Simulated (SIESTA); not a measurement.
Ga under changes of volume

One of the cells (17.718 Å³/atom); the others are scaled copies at fixed shape and fractional positions:

```
CELL_PARAMETERS angstrom
-1.38440 1.38440 2.31122
1.38440 -1.38440 2.31122
1.38440 1.38440 -2.31122
ATOMIC_POSITIONS crystal
Ga 0.00000 0.00000 0.00000
```

This isn't the form of Ga at room conditions, which is orthorhombic.

```yaml
Program: SIESTA 5.4.2
Functional: LDA
Potentials_or_basis: PseudoDojo 0.4 standard (LDA files)
Basis: DZP (energy shift 0.003 Ry; two zetas on semicore shells)
Grid_cutoff: 800 Ry
Energy_shift: 0.003 Ry
k_mesh: 13 × 13 × 13
Occupations: fermi-dirac, width 0.05 eV
Spin: no spin polarisation
```

| volume (Å³/atom) | energy over the lowest point (meV/atom) | pressure (GPa) |
| --- | --- | --- |
| 16.655 | 2.30 | 1.9 |
| 17.010 | 0.00 | 0.3 |
| 17.364 | 1.08 | -1.1 |
| 17.718 | ? | ? |
| 18.073 | 11.66 | -3.4 |
| 18.427 | 20.38 | -4.3 |
| 18.781 | 30.87 | -5.0 |

What does the run at 17.718 Å³/atom give?

Energy over the lowest point 5.09 meV/atom; pressure -2.3 GPa.

Worked out: A Birch-Murnaghan fit of order 3 (a polynomial in V^(-2/3)) to the other rows has its minimum at 17.06 Å³/atom with B0 = V·E''(V) = 72 GPa and B' = 6.3 at fixed shape and positions, which overstates the stiffness. It gives 5.11 meV/atom at 17.718 Å³/atom, against the run's 5.09, and -dE/dV = -2.4 GPa, against -2.3.

Energies are extrapolated to zero smearing.

Caveats: the basis of atomic orbitals isn't converged, which shifts pressures, moduli and gaps.
